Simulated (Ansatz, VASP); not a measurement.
# Cross-check of GaAs between VASP and Ansatz

Wanted: the spread between two codes on one cell, functional and k mesh. The cell is taken from a series of VASP runs on this material, whose earlier steps may have relaxed, scaled or displaced it; both programs get it as it stands.

Calculated with Ansatz 0.2.0; plane waves, with VASP 6.6.1 beside it; relaxation of cell and atoms at RPBE.

## (1) The starting structure

The structure is cubic, space group F-43m (No. 216). Conventional cell: a = 5.806 Å, b = 5.806 Å, c = 5.806 Å, α = 90.00°, β = 90.00°, γ = 90.00°. Nearest to As lie 4 Ga at 2.51 Å. Nearest to Ga lie 4 As at 2.51 Å. Farther neighbours are not listed.

As a file:

```xyz
2
Lattice="0.0000 2.9028 2.9028 2.9028 0.0000 2.9028 2.9028 2.9028 0.0000" Properties=species:S:1:pos:R:3 pbc="T T T"
As    4.3542    4.3542    4.3542
Ga    0.0000    0.0000    0.0000
```

## (2) VASP: relaxation of cell and atoms, RPBE

The relaxed volume is the usual yardstick between codes: its relative difference is about their pressure difference at one cell divided by the bulk modulus.

Lines of VASP's logs that name or quote its potential files are left out, and so is its time.

File INCAR:

```
SYSTEM = GaAs
PREC = Accurate
ENCUT = 450
EDIFF = 1E-06
NELM = 100
ISMEAR = 0
SIGMA = 0.03
LREAL = .FALSE.
ALGO = Normal
GGA = RP
NBANDS = 15
LORBIT = 11
LWAVE = .FALSE.
LCHARG = .FALSE.
KPAR = 8
IBRION = 2
NSW = 50
ISIF = 3
EDIFFG = -0.006
```

File POSCAR:

```
GaAs
1.0
    0.0000000000      2.9028012928      2.9028012928
    2.9028012928      0.0000000000      2.9028012928
    2.9028012928      2.9028012928      0.0000000000
As Ga
1 1
Direct
    0.7500000000      0.7500000000      0.7500000000
    0.0000000000      0.0000000000      0.0000000000
```

File KPOINTS:

```
Automatic mesh
0
Gamma
6 6 6
0 0 0
```

The projector-augmented-wave data sets are As and Ga_d (PBE family, release 64).

Launch:

```bash
$ mpirun -np 8 vasp_std
```

Numbers of over 12 decimals in the logs are rounded to 6 here.

Output:

```text
[banner, memory and clock lines left out]
running    8 mpi-ranks, on    1 nodes
 distrk:  each k-point on    1 cores,    8 groups
 distr:  one band on    1 cores,    1 groups

 POSCAR found type information on POSCAR AsGa
 POSCAR found :  2 types and       2 ions
|                                                                             |
|           W    W    AA    RRRRR   N    N  II  N    N   GGGG   !!!           |
|           W    W   A  A   R    R  NN   N  II  NN   N  G    G  !!!           |
|           W    W  A    A  R    R  N N  N  II  N N  N  G       !!!           |
|           W WW W  AAAAAA  RRRRR   N  N N  II  N  N N  G  GGG   !            |
|           WW  WW  A    A  R   R   N   NN  II  N   NN  G    G                |
|           W    W  A    A  R    R  N    N  II  N    N   GGGG   !!!           |
|                                                                             |
|     For optimal performance we recommend to set                             |
|       NCORE = 2 up to number-of-cores-per-socket                            |
|     NCORE specifies how many cores store one orbital (NPAR=cpu/NCORE).      |
|     This setting can greatly improve the performance of VASP for DFT.       |
|     The default, NCORE=1 might be grossly inefficient on modern             |
|     multi-core architectures or massively parallel machines. Do your        |
|     Unfortunately you need to use the default for GW and RPA                |
|     calculations (for HF NCORE is supported but not extensively tested      |
|     yet).                                                                   |
|                                                                             |

|                                                                             |
|               ----> ADVICE to this user running VASP <----                  |
|                                                                             |
|     You enforced a specific xc type in the INCAR file but a different       |
|     [... a line on the potential file left out ...]
|     I HOPE YOU KNOW WHAT YOU ARE DOING!                                     |
|                                                                             |

 LDA part: xc-table for (Slater+PW92), standard interpolation
 POSCAR, INCAR and KPOINTS ok, starting setup
 FFT: planning ... GRIDC
 FFT: planning ... GRID_SOFT
 FFT: planning ... GRID
 WAVECAR not read
 entering main loop
       N       E                     dE             d eps       ncg     rms          rms(c)
DAV:   1     0.822309964193E+02    0.82231E+02   -0.84561E+03   480   0.145E+03
DAV:   2    -0.125937916988E+01   -0.83490E+02   -0.80590E+02   529   0.304E+02
DAV:   3    -0.758596492499E+01   -0.63266E+01   -0.63036E+01   592   0.677E+01
DAV:   4    -0.768632230444E+01   -0.10036E+00   -0.10034E+00   586   0.952E+00
DAV:   5    -0.768766924816E+01   -0.13469E-02   -0.13469E-02   613   0.974E-01    0.275E+00
DAV:   6    -0.757195612300E+01    0.11571E+00   -0.21174E-01   718   0.734E+00    0.168E+00
DAV:   7    -0.756707057278E+01    0.48856E-02   -0.63269E-02   587   0.174E+00    0.578E-01
DAV:   8    -0.757177151443E+01   -0.47009E-02   -0.12281E-02   557   0.131E+00    0.924E-02
DAV:   9    -0.757284382015E+01   -0.10723E-02   -0.17177E-03   536   0.531E-01    0.705E-02
DAV:  10    -0.757301539971E+01   -0.17158E-03   -0.14228E-04   620   0.949E-02    0.389E-02
DAV:  11    -0.757320072071E+01   -0.18532E-03   -0.40348E-04   508   0.123E-01    0.760E-03
DAV:  12    -0.757320191919E+01   -0.11985E-05   -0.56662E-06   656   0.250E-02    0.297E-03
DAV:  13    -0.757320390768E+01   -0.19885E-05   -0.37570E-06   522   0.117E-02    0.121E-03
DAV:  14    -0.757320391925E+01   -0.11577E-07   -0.91277E-08   478   0.254E-03
   1 F= -.75732039E+01 E0= -.75731484E+01  d E =-.757320E+01
 curvature:   0.00 expect dE= 0.000E+00 dE for cont linesearch  0.000E+00
 trial: gam= 0.00000 g(F)=  0.184E-44 g(S)=  0.146E-05 ort = 0.000E+00 (trialstep = 0.100E+01)
 search vector abs. value=  0.146E-05
 reached required accuracy - stopping structural energy minimisation
```

Parts of OUTCAR (step 2):

```text
ion  position               nearest neighbor table
   1  0.750  0.750  0.750-   2 2.51   2 2.51   2 2.51   2 2.51
   2  0.000  0.000  0.000-   1 2.51   1 2.51   1 2.51   1 2.51

  LATTYP: Found a face centered cubic cell.
 ALAT       =     5.8056025856

 Subroutine GETGRP returns: Found 24 space group operations
 (whereof 24 operations were pure point group operations)

The static configuration has the point symmetry T_d .

 Found     16 irreducible k-points:

   k-points           NKPTS =     16   k-points in BZ     NKDIM =     16   number of bands    NBANDS=     15

   dimension x,y,z NGX =    28 NGY =   28 NGZ =   28
   dimension x,y,z NGXF=    56 NGYF=   56 NGZF=   56

   ENCUT  =  450.0 eV  33.07 Ry    5.75 a.u.   7.10  7.10  7.10*2*pi/ulx,y,z

   NELECT =      18.0000    total number of electrons

 k-points in reciprocal lattice and weights: Automatic mesh
   0.00000000  0.00000000  0.00000000       0.005
   0.16666667  0.00000000  0.00000000       0.037
   0.33333333  0.00000000  0.00000000       0.037
   0.50000000  0.00000000  0.00000000       0.019
   0.16666667  0.16666667  0.00000000       0.028
   0.33333333  0.16666667  0.00000000       0.111
   0.50000000  0.16666667  0.00000000       0.111
  -0.33333333  0.16666667  0.00000000       0.111
  -0.16666667  0.16666667  0.00000000       0.056
[...]
-0.33333333  0.33333333  0.16666667       0.111
  -0.33333333  0.50000000  0.16666667       0.056

 average (electrostatic) potential at core
       1 -50.9860       2 -67.0911

 E-fermi :   3.3676

 k-point     1 :       0.0000    0.0000    0.0000
  band No.  band energies     occupation
    ...
      5     -11.3040      2.00000
      6      -8.8124      2.00000
      7       3.3333      1.89438
      8       3.3333      1.89435
      9       3.3333      1.89435
     10       3.3888      0.31692
     11       7.0565      0.00000
     12       7.0565      0.00000
     13       7.0565      0.00000
     14      10.9168      0.00000
    ...

 k-point     2 :       0.1667    0.0000    0.0000
  band No.  band energies     occupation
    ...
      5     -11.3040      2.00000
      6      -8.5290      2.00000
      7       0.6732      2.00000
      8       2.9977      2.00000
      9       2.9977      2.00000
     10       4.7194      0.00000
     11       7.5533      0.00000
     12       7.5533      0.00000
     13       7.8535      0.00000
     14      12.1883      0.00000
    ...

 k-point     3 :       0.3333    0.0000    0.0000
  band No.  band energies     occupation
    ...
      5     -11.3027      2.00000
      6      -7.8053      2.00000
      7      -1.7430      2.00000
      8       2.5047      2.00000
      9       2.5047      2.00000
     10       4.4094      0.00000
     11       7.9850      0.00000
     12       7.9851      0.00000
     13      10.2930      0.00000
     14      12.1144      0.00000
    ...

  Total       -0.0044871     -0.0044871     -0.0044871     -0.0000000      0.0000000      0.0000000
  in kB       -0.1469573     -0.1469573     -0.1469573     -0.0000000      0.0000000      0.0000000
  external PRESSURE =      -0.1469573 kB  Pullay stress =       0.0000000 kB

  energy-cutoff  :      450.00
  volume of cell :       48.92
      direct lattice vectors                 reciprocal lattice vectors
     0.000000000  2.902801293  2.902801293    -0.172247408  0.172247408  0.172247408
     2.902801293  0.000000000  2.902801293     0.172247408 -0.172247408  0.172247408
     2.902801293  2.902801293  0.000000000     0.172247408  0.172247408 -0.172247408

 POSITION                                       TOTAL-FORCE (eV/Angst)
 -----------------------------------------------------------------------------------
      4.35420      4.35420      4.35420        -0.000000     -0.000000     -0.000000
      0.00000      0.00000      0.00000         0.000000      0.000000      0.000000
 -----------------------------------------------------------------------------------
    total drift:                               -0.000003     -0.000003     -0.000003

  FREE ENERGIE OF THE ION-ELECTRON SYSTEM (eV)
  ---------------------------------------------------
  free  energy   TOTEN  =        -7.5732039193 eV

  energy  without entropy=       -7.5730929466  energy(sigma->0) =       -7.57314843

 reached required accuracy - stopping structural energy minimisation

 total charge
# of ion       s       p       d       tot
------------------------------------------
    1        1.208   1.555   0.026   2.788
    2        0.878   0.734   9.982  11.594
--------------------------------------------------
tot          2.086   2.289  10.007  14.382

[... 3 further parts left out ...]
```

CONTCAR:

```
GaAs
   1.00000000000000
     0.0000000000000000    2.9028012928000000    2.9028012928000000
     2.9028012928000000    0.0000000000000000    2.9028012928000000
     2.9028012928000000    2.9028012928000000    0.0000000000000000
  As              Ga
     1     1
Direct
     0.7500000000000000    0.7500000000000000    0.7500000000000000
     0.0000000000000000    0.0000000000000000    0.0000000000000000
```

The gap is under twice the smearing width, so the edge states are partly filled and the run can't tell a small gap from a semimetal.

## (3) Ansatz: relaxation of cell and atoms, RPBE

Ansatz runs on its default PAW (the set named soft_2) files.

The same cell, functional, mesh and smearing now go to Ansatz, which takes its cutoff from its data sets.

File input.yaml:

```yaml
crystal:
  lattice:
    - [0.0, 2.9028012928, 2.9028012928]
    - [2.9028012928, 0.0, 2.9028012928]
    - [2.9028012928, 2.9028012928, 0.0]
  atoms:
    - { symbol: As, position: [0.75, 0.75, 0.75] }
    - { symbol: Ga, position: [0.0, 0.0, 0.0] }
hamiltonian:
  xc: rpbe
  pseudopotentials: { kind: paw }
kpoints:
  mp_grid: { grid: [6, 6, 6] }
scf:
  occupations: { method: gaussian, width: 0.03 }
relax:
  f_tol: 0.01
  max_steps: 60
  cell: { stress_tol: 0.05 }
output:
  forces: true
  stress: true
```

Launch:

```bash
$ ansatz run input.yaml --threads 4 --pin off --max-ram 9216MiB --backend cpu --events-out ev --progress --plain --runs-dir out
```

Output:

```text
Engine: ansatz 0.2.0, aarch64-unknown-linux-gnu
Pseudopotentials: kind: paw
Pseudopotential: As, paw, valence charge 15, recommended cutoff 420 eV (normal), As.paw.azcp
Pseudopotential: Ga, paw, valence charge 13, recommended cutoff 420 eV (normal), Ga.paw.azcp
Functional definition: RPBE
  parameter kappa = 0.804
  parameter beta = 0.066725
  exchange = rpbe_x(kappa = kappa, mu = beta*pi^2/3)
  correlation = pbe_c(beta = beta)
Crystal: 2 atoms, lattice volume = 48.919 Å³
Basis set: ecut = 420 eV, 941 PW (Γ), exchange–correlation on 60×60×60 points (8 copies of the dense FFT grid, shifted against one another)
Bands: 18, of which v1, the nominal top of the filled ones, is band 14 counted from 1 (13 counted from 0)
Symmetry: 24 space group operations
Space group: F-43m (ITA 216), of the structure as read, at distance tolerance 3.7e-5 Å
k-points: 16 of 216 (time reversal used)
Non-local potential: As, projectors of the file, l = 0: 2, l = 1: 2, l = 2: 3, l = 3: 1
Non-local potential: Ga, projectors of the file, l = 0: 2, l = 1: 2, l = 2: 3, l = 3: 1
PAW form: soft (Blöchl's): semilocal exchange-correlation on the pseudo side does not see the compensation charge
PAW frozen core: As, regenerated for the run's functional, and the local potential with it (the file was generated under x = pbe(κ = 0.804, μ = 0.219515), c = pbe(β = 0.066725))
PAW frozen core: Ga, regenerated for the run's functional, and the local potential with it (the file was generated under x = pbe(κ = 0.804, μ = 0.219515), c = pbe(β = 0.066725))
PAW one-centre angular grid: As, 590 points (default); XC on 64 Gauss nodes
PAW one-centre angular grid: Ga, 590 points (default); XC on 64 Gauss nodes
Initial density: superposition of atomic densities (neutral atoms: chi_scale 0, normalization atom), corrected by the library's trained network
Initial wavefunctions: pseudopotential atomic-orbital guess
Functional: x = rpbe, c = pbe(β = 0.066725)
SCF iter   1: F=—  HF=-8651.305740 eV  |F-HF|=—  |Δ(HF+E_count)|=         —  Δρ=2.90e-3  dr2=1.80e-3  ethr=1.77e-3  ⟨swp⟩=6.0  Hψ=1390  notcnv=0
preconditioner: auto → none  [insulator: Δε(μ)=0.050 eV  Ē_g=15.184 eV  σ=0.030 eV  W_gap=0.74  n_scr=14 (ndim 8)  ℏωp=22.5 eV  f_vac=0.112  D(μ)=0.29/eV (n_scr^D=0)  ε∞_Penn≈3.2]
SCF iter   2: F=—  HF=-8651.304758 eV  |F-HF|=—  |Δ(HF+E_count)|=   9.82e-4  Δρ=9.04e-4  dr2=4.54e-4  ethr=6.43e-6  ⟨swp⟩=2.0  Hψ=700  notcnv=0
SCF iter   3: F=—  HF=-8651.304575 eV  |F-HF|=—  |Δ(HF+E_count)|=   1.83e-4  Δρ=5.35e-4  dr2=7.56e-5  ethr=1.62e-6  ⟨swp⟩=2.0  Hψ=433  notcnv=0
SCF iter   4: F=—  HF=-8651.304600 eV  |F-HF|=—  |Δ(HF+E_count)|=   2.47e-5  Δρ=1.59e-4  dr2=5.72e-6  ethr=2.70e-7  ⟨swp⟩=2.0  Hψ=351  notcnv=0
SCF iter   5: F=—  HF=-8651.304602 eV  |F-HF|=—  |Δ(HF+E_count)|=   1.78e-6  Δρ=5.21e-5  dr2=8.01e-7  ethr=2.04e-8  ⟨swp⟩=2.0  Hψ=513  notcnv=0
SCF iter   6: F=-8651.304602 eV  HF=-8651.304602 eV  |F-HF|=2.12e-9  |Δ(HF+E_count)|=   8.12e-7  Δρ=8.98e-6  dr2=3.19e-8  ethr=3.57e-10  ⟨swp⟩=3.0  Hψ=1173  notcnv=0
SCF 1 converged in 6 iterations: F = -8651.304602 eV  dr2 = 3.19e-8
  greatest PAW one-centre occupation: 0.999 electrons in one spin orbital (limit 2), on the As atom at site 0 (counted from 0), in its partial waves of l = 2
relax step   1: F+E_penalty+E_count = -8651.30460246 eV  Δ(F+E_penalty+E_count) = +0.000e0 eV  max|allowed force component| = 1.110e-16 eV/Å  Δτ_max = 0.0000 Å  P = -0.064 GPa  Ω = 48.919 Å³  (6 SCF iters, dr2 threshold 1.00e-7 eV, accepted)
[...]
relax step   2: F+E_penalty+E_count = -8651.30462499 eV  Δ(F+E_penalty+E_count) = -2.253e-5 eV  max|allowed force component| = 3.296e-17 eV/Å  Δτ_max = 0.0000 Å  P = -0.018 GPa  Ω = 48.871 Å³  energy of the carried Pulay correction = +1.006e-5 eV  (4 SCF iters, dr2 threshold 1.04e-8 eV, accepted)
[...]
relax step   3: F+E_penalty+E_count = -8651.30461095 eV  Δ(F+E_penalty+E_count) = +1.404e-5 eV  max|allowed force component| = 3.643e-17 eV/Å  Δτ_max = 0.0000 Å  P = -0.018 GPa  Ω = 48.871 Å³  stress off target by 1.78e-2 GPa  SCF on the basis re-selected at this cell (its energy is not comparable with the rows above)  (5 SCF iters)
basis re-selected at this cell: Δ(F+E_penalty+E_count) = +1.404e-5 eV, ΔP = -0.000 GPa vs the last step (what re-selecting the basis moved, of the pressure what is left beyond the Pulay correction that the steps carried, after the strain that the cell walked since its last selection, with what the two solves' SCF thresholds leave and, on support functions, any second-order correction that the steps lacked; it is no m [...]
SCF converged after 5 iterations
Free energy (F): -8651.304611 eV
Harris-Foulkes:  -8651.304611 eV  (|F-HF|=1.82e-12)
Internal energy: -8651.304529 eV  (E = F + TS)
E sigma→0 (E₀):  -8651.304570 eV
Entropy (-TS):   -0.000082 eV (-0.041 meV/atom)
Fermi energy:    7.313948 eV
--- Per-component energies (eV) ---
  E_band       = -332.711657
  E_kinetic    = 217.254955
  E_local      = -4028.009005  (includes V_loc(G=0)·N_el)
  E_nonlocal   = -247.221582
  E_hartree    = 2019.195992
  E_xc         = -147.495539
  E_vxc        = -135.700249  (∫ρ·V_xc dr)
  E_paw        = -3835.693623  (= ΣΔE_a)
  E_vpaw       = -177.427637  (= ΣTr[D̂ρ^β])
  E_aug_tail   = -0.000113  (compensation charges beyond the density's cutoff)
  E_ewald      = -2628.977390
  E_core_change = -0.358225  (= ΣΔE_core)
  E_smearing   = -0.000082  (= −TS)
  E_closure    = 0.000000  (closes the sum)
  Σ components = -8651.304611   (vs F -8651.304611, Δ=0.00e0)
--- Forces (eV/Å), atoms counted from 1 ---
  atom   1  As     0.00000000     0.00000000    -0.00000000
  atom   2  Ga    -0.00000000     0.00000000     0.00000000
  max |Σ_I F_I| component: 5.67e-17 eV/Å
--- Stress (GPa, compression-positive) ---
       -0.017823       0.000000       0.000000
        0.000000      -0.017823       0.000000
        0.000000       0.000000      -0.017823
  P = ⅓ Tr σ = -0.0178 GPa (-0.178 kbar)
--- Relaxed structure (2 steps of the walk, 2 accepted, 1 SCFs on fresh bases) ---
  F+E_penalty+E_count = -8651.30461095 eV   max|allowed force component| = 3.643e-17 eV/Å   (the final SCF, on the basis selected at the relaxed cell)
  cell:  # Å, volume = 48.8714 Å³
    - [0, 2.901850, 2.901850]
    - [2.901850, 0, 2.901850]
    - [2.901850, 2.901850, 0]
  atoms:
    - { symbol: As, position: [0.75, 0.75, 0.75] }
    - { symbol: Ga, position: [0, 0, 0] }
```

Run time: 1.6 s. Hardware: 4 threads of Arm Neoverse V1, shared host; peak memory 0.33 GiB.

## (4) Comparison

Known differences besides the potentials themselves: both relaxations stop at a tolerance, which leaves soft axes loose, and VASP keeps its plane-wave basis; the data sets hold 28 valence electrons in Ansatz (default PAW (the set named soft_2) files) and 18 in VASP; the cutoff is 420 eV in Ansatz and 450 eV in VASP; Ansatz makes its cores anew for this functional, VASP keeps those of its PBE data sets; VASP leaves aspherical gradient terms in its spheres out (LASPH is not set), Ansatz keeps them; Ansatz adds a Pulay correction to the stress that steers its cell, VASP none. Total energies have different zeros and are not compared.

Compared:

```
                                         quantity  Ansatz   VASP  difference
                                      volume (Å³)   48.87  48.92     -0.10 %
edge a after relaxation, in the typed setting (Å)   4.104  4.105     -0.03 %
```

The walks stopped with -0.02 GPa left in Ansatz and -0.01 GPa in VASP; each walk ends within a tolerance, so the volume difference is uncertain by about these residues over the bulk modulus, most in soft cells.

## (5) Summary of results

| Quantity | Value |
| --- | --- |
| difference in volume (relaxation of cell and atoms, RPBE) | -0.098 % |

In words: The difference in volume is -0.098 % (relaxation of cell and atoms, RPBE), within the 1.2 % picked in this series as the mark of a large difference, as far as the stopping tolerances let one tell. 1 further run of this series is not shown here. Such differences can come from data sets, numerical settings and the points named under the comparisons, not from the functional's error against experiment.

[Lines on the potential files, build, host, timing and source positions are cut from VASP's logs without a mark.]

[Logs are printed without paths, hosts, clocks, repeated set-up lines and the standing remarks that a program may print on its own settings, such as how far it seeks lower states.]

[Hosts, paths, dates, database ids (printed as entryN), source tags and the programs' standing remarks are cut or masked in the printed files.]
